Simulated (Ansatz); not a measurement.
# TaN: bands on a dense mesh

Aim: solve TaN self-consistently, get levels and band slopes on a dense mesh, and map the Fermi surface or, if there is a gap, the valleys at its edges.

Method: DFT PBE, spin-orbit coupling, plane waves, PAW; levels and slopes on a dense k mesh at the converged density, in Ansatz 0.2.0.

## (1) The starting structure

The structure is hexagonal, space group P-62m (No. 189). Conventional cell: a = 5.196 Å, b = 5.196 Å, c = 2.911 Å, α = 90.00°, β = 90.00°, γ = 120.00°. Around Ta (site symmetry -6) lie 6 N at 2.16 Å. Ta (site symmetry -62m) is surrounded by 3 N at 2.04 Å. Around N (site symmetry m2m) lie 5 Ta at 2.04 to 2.16 Å.

Coordinates:

```
CELL_PARAMETERS angstrom
5.19600 0.00000 0.00000
-2.59800 4.49987 0.00000
0.00000 0.00000 2.91100
ATOMIC_POSITIONS crystal
Ta 0.33333 0.66667 0.50000
Ta 0.66667 0.33333 0.50000
Ta 0.00000 0.00000 0.00000
N 0.39285 0.00000 0.00000
N 0.60715 0.60715 0.00000
N 0.00000 0.39285 0.00000
```

The structure comes from the Crystallography Open Database and is not relaxed.

## (2) The run

The input, input.yaml:

```yaml
crystal:
  lattice:
    - [5.196, 0.0, 0.0]
    - [-2.598, 4.499868, 0.0]
    - [0.0, 0.0, 2.911]
  atoms:
    - { symbol: Ta, position: [0.33333333, 0.66666667, 0.5] }
    - { symbol: Ta, position: [0.66666667, 0.33333333, 0.5] }
    - { symbol: Ta, position: [0.0, 0.0, 0.0] }
    - { symbol: "N", position: [0.39285, 0.0, 0.0] }
    - { symbol: "N", position: [0.60715, 0.60715, 0.0] }
    - { symbol: "N", position: [0.0, 0.39285, 0.0] }
basis:
  ecutwfc: 420
kpoints:
  mp_grid: { grid: [12, 12, 14] }
hamiltonian:
  xc: pbe
scf:
  occupations: { method: gaussian, width: 0.05 }
output:
  forces: true
  eigenvalues: true
  eigenstates:
    nscf_kmesh: { grid: [18, 18, 28] }
    top_band: c12
    de_dk: true
    localisation: true
  stress: true
checkpoint:
  write: ck
  compress: false
  write_wavefunctions: false
  write_every: 100000
magnetization:
  noncollinear: true
  spin_orbit: true
```

Started as:

```sh
$ ansatz run input.yaml --threads 2 --pin off --max-ram 5120MiB --backend cpu --events-out ev --progress --plain --runs-dir out
```

Q: Predict the outcome of this session. Wanted: bands with resolved sheets at the Fermi level; density of states at the Fermi level; intraband plasma frequencies, principal values in rising order.

**Answer**, as computed:

| quantity | value |
| --- | --- |
| bands with resolved sheets at the Fermi level | 4 |
| density of states at the Fermi level | 0.55 states/eV per cell |
| intraband plasma frequencies, principal values in rising order | 3.1, 3.1 and 3.1 eV |

In words: Four bands cross the Fermi level with sheets large enough to resolve; this is a three-dimensional metal. Band 55 adds most to the density of states (0.19 states/eV), with a mean Fermi speed of 5.4 × 10⁵ m/s. Necks and pockets thinner than about two mesh steps aren't resolved.
